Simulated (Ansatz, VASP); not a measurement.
# Two plane-wave programs on BeS

Contents of POSCAR:

```
BeS
1.0
    0.0000000000      2.3172971951      2.3172971951
    2.3172971951      0.0000000000      2.3172971951
    2.3172971951      2.3172971951      0.0000000000
Be S
1 1
Direct
    0.0000000000      0.0000000000      0.0000000000
    0.5000000000      0.5000000000      0.5000000000
```

File INCAR.step1:

```
SYSTEM = BeS
  PREC = Accurate
  ENCUT = 520
  ISMEAR = 1
  SIGMA = 0.5
  LREAL = .False.
  LASPH = .True.
  NELM = 100
  NBANDS = 11
  GGA = PE
  ALGO = Normal
  EDIFF = 1E-4
  LWAVE = .True.
  LCHARG = .False.
```

The input INCAR.step2:

```
SYSTEM = BeS
  PREC = Accurate
  ENCUT = 520
  EDIFF = 1E-6
  ISMEAR = 1
  SIGMA = 0.5
  LREAL = .False.
  LASPH = .True.
  NELM = 100
  ALGO = Normal
  ISIF = 2
  LWAVE = .False.
  LCHARG = .False.
  METAGGA = R2SCAN
  LMIXTAU = .True.
  NBANDS = 11
  ISTART = 1
```

File KPOINTS:

```
regular mesh
0
Gamma
  6 6 6
  0 0 0
```

Input for Ansatz:

```yaml
crystal:
  lattice:
    - [0.0, 2.3172971951, 2.3172971951]
    - [2.3172971951, 0.0, 2.3172971951]
    - [2.3172971951, 2.3172971951, 0.0]
  atoms:
    - { symbol: Be, position: [0.0, 0.0, 0.0] }
    - { symbol: S, position: [0.5, 0.5, 0.5] }
kpoints:
  mp_grid: { grid: [6, 6, 6] }
hamiltonian:
  xc: r2scan
scf:
  occupations: { method: methfessel_paxton, width: 0.5 }
  n_extra_bands: 4
output:
  forces: true
  stress: true
  eigenvalues: true
```

Alike in both runs: task single point; functional r2SCAN; k mesh 6 × 6 × 6; occupations methfessel-paxton of order 1, width 0.5 eV; no spin polarisation.

```csv
,VASP,Ansatz
version,VASP 6.6.1,Ansatz 0.2.0
potentials or method,"VASP PAW PBE potentials, release 64 (Be, S)",plane waves
plane-wave cutoff (eV),520,500
valence electrons in the cell,8,8
```

```csv
,VASP,Ansatz,Ansatz less VASP
pressure (GPa),0.0,0.1,+0.12
```

Caveats: the PAW data sets were made with another functional, which shifts forces and pressure a little (VASP). A k mesh can miss the band edges. r2SCAN opens gaps a little over a GGA but as a rule still falls short of measured ones.
